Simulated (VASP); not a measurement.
NaI:

```
Na I
1.0
     0.00000    3.23640    3.23640
     3.23640    0.00000    3.23640
     3.23640    3.23640    0.00000
Na I
1 1
Direct
  0.00000 0.00000 0.00000
  0.50000 0.50000 0.50000
```

* Program: VASP 6.6.1
* Task: relaxation of cell and atoms
* Functional: PBE
* Dispersion: D3(BJ)
* Potentials or basis: VASP PAW PBE potentials, release 64 (Na_pv, I)
* Cutoff: 600 eV
* k mesh: 8 × 8 × 8
* Occupations: gaussian, width 0.03 eV
* Spin: no spin polarisation

At the start: pressure -0.9 GPa; volume 33.90 Å³/atom.

Problem. Where does the relaxation end?

Solution. Over 3 steps the energy falls by 5.0 meV/atom and the volume is 32.21 Å³/atom (-5.0 %); space group Fm-3m (No. 225, to 0.05 Å).

Step by step:
| step | energy change (eV) | largest force (eV/Å) | pressure (GPa) | volume (Å³) |
| --- | --- | --- | --- | --- |
| 1 | 0.0000 | 0.0000 | -0.86 | 67.80 |
| 2 | -0.0075 | 0.0000 | -0.47 | 66.02 |
| 3 | -0.0099 | 0.0000 | 0.03 | 64.42 |

Final structure:
```
Na I
1.0
     0.00000    3.18172    3.18172
     3.18172    0.00000    3.18172
     3.18172    3.18172    0.00000
Na I
1 1
Direct
  0.00000 0.00000 0.00000
  0.50000 0.50000 0.50000
```
